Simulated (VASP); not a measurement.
## CdF2: band structure with PBE

The system is CdF2.

```
CELL_PARAMETERS angstrom
0.00000 2.69400 2.69400
2.69400 0.00000 2.69400
2.69400 2.69400 0.00000
ATOMIC_POSITIONS crystal
Cd 0.00000 0.00000 0.00000
F 0.75000 0.75000 0.75000
F 0.25000 0.25000 0.25000
```

```json
{
 "Program": "VASP 6.6.1",
 "Task": "band structure",
 "Functional": "PBE",
 "Potentials or basis": "VASP PAW PBE potentials, release 64 (Cd, F)",
 "Cutoff": "520 eV",
 "k mesh": "6 × 6 × 6",
 "Occupations": "gaussian, width 0.02 eV",
 "Spin": "spin-orbit coupling, no magnetisation",
 "Ladder": "gaps",
 "Further INCAR settings": "ALGO = Normal; EDIFF = 1e-06"
}
```

- Pressure: 6.2 GPa
- Valence electrons inside the program's atomic spheres: Cd 10.12; F 6.08

Wall time 86 s on 2 MPI ranks on Intel(R) Xeon(R) 6975P-C (Granite Rapids), with other jobs on the host, peak memory 0.26 GiB a rank.
